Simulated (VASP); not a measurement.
# Ti: relaxation of cell and atoms with r2SCAN

Crystal: Ti.

```
Ti
1.0
     2.95000    0.00000    0.00000
    -1.47500    2.55477    0.00000
     0.00000    0.00000    4.68000
Ti
2
Direct
  0.66667 0.33333 0.75000
  0.33333 0.66667 0.25000
```

```
Program                : VASP 6.6.1
Task                   : relaxation of cell and atoms
Functional             : r2SCAN
Potentials or basis    : VASP PAW PBE potentials, release 64 (Ti_sv)
Cutoff                 : 600 eV
k mesh                 : 8 × 8 × 6
Occupations            : fermi-dirac, width 0.05 eV
Spin                   : no spin polarisation
Ladder                 : gaps
Further INCAR settings : ALGO = Normal; EDIFF = 1e-06; IBRION = 2; EDIFFG = -0.01; NSW = 60; ISIF = 3
```

The relaxed volume is 17.36 Å³/atom and the relaxed cell is a = 2.937 Å, b = 2.937 Å, c = 4.649 Å, α = 90.00°, β = 90.00°, γ = 120.00°. The space group after relaxing (to 0.05 Å) is P6_3/mmc (No. 194). The energy gained by relaxing is 1.6 meV/atom and the ionic steps are 5. The pressure after relaxing is 0.0 GPa and the band gap on the k mesh is none (metal or under the smearing width).

Stress tensor (GPa, compression positive):
```
 0.05  0.00  0.00
 0.00  0.05  0.00
 0.00  0.00 -0.02
```

The path:
```csv
step,energy change (eV),largest force (eV/Å),pressure (GPa),volume (Å³)
1,0.0000,0.0000,-1.78,35.27
2,-0.0010,0.0000,1.53,34.28
3,-0.0031,0.0000,-0.03,34.73
4,-0.0031,0.0000,0.04,34.72
5,-0.0031,0.0000,0.03,34.72
```

Final structure:
```
Ti
1.0
     2.93655    0.00000    0.00000
    -1.46828    2.54313    0.00000
     0.00000    0.00000    4.64871
Ti
2
Direct
  0.66667 0.33333 0.75000
  0.33333 0.66667 0.25000
```

Levels at points of the mesh, in eV from the Fermi level:
```
           k point  band 8  band 9  band 10  band 11  band 12  band 13  band 14  band 15  band 16
(0.00, 0.00, 0.00)  -34.02   -6.61    -2.85     0.58     0.88     0.88     0.98     1.41     1.41
(0.50, 0.00, 0.00)  -34.09   -2.51    -2.27    -1.93    -0.83     0.62     0.71     1.28     3.55
(0.00, 0.00, 0.50)  -34.07   -4.67    -4.67     0.07     0.07     0.79     0.79     0.79     0.79
(0.50, 0.00, 0.50)  -34.18   -2.67    -2.67    -0.86    -0.86     1.25     1.25     1.92     1.92
```

Wall time 3.4 min on 1 thread of Intel(R) Xeon(R) Platinum 8488C (Sapphire Rapids), with other jobs on the host, peak memory 0.18 GiB.

Caveat: the PAW data sets were made with another functional, which shifts forces and pressure a little.
